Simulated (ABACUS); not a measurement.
Mo:

```
Mo
1.0
     1.58381    1.58381    1.58381
    -1.58381    1.58381    1.58381
    -1.58381   -1.58381    1.58381
Mo
1
Direct
  0.00000 0.00000 0.00000
```

Base run:

```yaml
Program: ABACUS 3.10.1
Functional: B86bPBE
Potentials_or_basis: SSSP 1.3 efficiency PBE
Cutoff: 748 eV
Density_cutoff: 5987 eV
Basis: plane waves
k_mesh: 10 × 10 × 10
Occupations: fermi-dirac, width 0.05 eV
Spin: no spin polarisation
```

Its results: band gap on the k mesh none (metal or under the smearing width); pressure -0.7 GPa.

Problem. The run is repeated on the same cell with these changes: functional from B86bPBE to WC; potentials or basis from SSSP 1.3 efficiency PBE to PseudoDojo NC SR 0.4 PBEsol stringent; cutoff from 748 eV to 1102 eV; density cutoff from 5987 eV to 4408 eV. What comes out?

Solution. Band gap on the k mesh none (metal or under the smearing width); pressure -7.9 GPa.

Caveats: the potentials were made for another functional, which shifts forces and pressure.

Not every run made on this cell is shown here.
